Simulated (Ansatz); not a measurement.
# A strain series on KCl (CsCl type): biaxial in x and y, z held

KCl, CsCl type, relaxed with r2SCAN in Ansatz 0.2.0, then strained (biaxial in x and y, z held; changes of length per length, axes as in the cell below) with the atoms relaxed again within the symmetry that is left. It is cubic, Pm-3m (No. 221); a = 3.771 Å in the conventional setting, 26.82 Å³ an atom. K is surrounded by 8 Cl at 3.27 Å; Cl is surrounded by 8 K at 3.27 Å. These are computed values for a spin-unpolarised cell that may be hypothetical; none is a measurement.

```yaml
crystal:
  lattice:
    - [3.77117, 0.00000, 0.00000]
    - [0.00000, 3.77117, 0.00000]
    - [0.00000, 0.00000, 3.77117]
  atoms:
    - { symbol: K, position: [0.00000, 0.00000, 0.00000] }
    - { symbol: Cl, position: [0.50000, 0.50000, 0.50000] }
```

Gaps are the least over each mesh (PBE 8×8×8, r2SCAN 8×8×8, HSE06 6×6×6 when unstrained) and the special points, which keep their unstrained names; stress is the change from the unstrained cell, compression positive.

```
strain (%)  gap, PBE (eV)  gap, r2SCAN (eV)  gap, HSE06 (eV)  edges, HSE06  in-plane stress, r2SCAN (GPa)  energy rise, r2SCAN (meV/atom)
     -5.73          5.399             6.161            6.767         M → Γ                          +4.65                            39.0
     -2.86          5.239             6.025            6.591         M → Γ                          +2.01                             9.0
       0.0          5.030             5.801            6.365         M → Γ                           0.00                             0.0
     +5.69          4.378             5.108            5.675         M → Γ                          -2.68                            29.0
```

Between zero and the nearest strains the slope of the HSE06 gap against strain is -0.079 eV per percent for negative and -0.121 for positive strain.

The meshes of the hybrids are coarse, so their gaps aren't converged to the digits shown.
